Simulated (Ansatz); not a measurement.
## Relaxing CdSe in the rocksalt type

First guess:

```yaml
crystal:
  lattice:
    - [0.00000, 2.68928, 2.68928]
    - [2.68928, 0.00000, 2.68928]
    - [2.68928, 2.68928, 0.00000]
  atoms:
    - { symbol: Cd, position: [0.00000, 0.00000, 0.00000] }
    - { symbol: Se, position: [0.50000, 0.50000, 0.50000] }
```

Computed with DFT, PBE, PAW with Ansatz's default frozen-core files, scalar-relativistic in Ansatz 0.2.0.

Cell and atoms relax within the symmetry of the start on a 12×12×12 k mesh with 0.03 eV Fermi–Dirac smearing.

The start is built from a prototype, known or not as a phase of this compound; the cutoff is 420 eV.

Problem. What is the pressure of the first guess?

Solution. 18.53 GPa.

Problem. What does it relax to?

Solution. a = 5.738 Å, b = 5.738 Å, c = 5.738 Å, α = 90.00°, β = 90.00°, γ = 90.00° (conventional cell), 23.62 Å³ per atom:
```cif
data_structure
_symmetry_space_group_name_H-M 'Fm-3m'
_symmetry_Int_Tables_number 225
_cell_length_a 5.7381
_cell_length_b 5.7381
_cell_length_c 5.7381
_cell_angle_alpha 90.000
_cell_angle_beta 90.000
_cell_angle_gamma 90.000
_cell_volume 188.94
loop_
_atom_site_label
_atom_site_type_symbol
_atom_site_symmetry_multiplicity
_atom_site_Wyckoff_symbol
_atom_site_fract_x
_atom_site_fract_y
_atom_site_fract_z
_atom_site_occupancy
Cd1 Cd 4 a 0.00000 0.00000 0.00000 1
Se1 Se 4 b 0.50000 0.00000 0.00000 1
```

Problem. How much energy does the relaxation release?

Solution. 200 meV/atom.
